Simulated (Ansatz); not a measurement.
Results of G0W0@PBE+SOC (Ansatz, a quantum-chemistry and plane-wave program, hard PAW, contour deformation, complete-basis limit, spin–orbit shift from PBE) for rock-salt NaBr.

Run with largest k mesh 10×10×10 (not extrapolated in the mesh).

The cell has the measured lattice: a = 5.974 Å, b = 5.974 Å, c = 5.974 Å, α = 90.00°, β = 90.00°, γ = 90.00°.

Task: What does this level give for the band gap?

Result: 
band gap: 6.59 eV

Measured, for comparison: band gap 7.1 eV (temperature not stated, not corrected to a static lattice; as tabulated in Aguado et al. (1998), arXiv:cond-mat/9809176). Computed (rounded) less measured: band gap -0.51 eV.

Note: spin–orbit coupling enters as the shift of the gap found with a semilocal functional; cell and atoms aren't relaxed at this level.

The computed numbers hold no vibrational or temperature effects.

Cost on a shared machine: very roughly 3 core-hours.
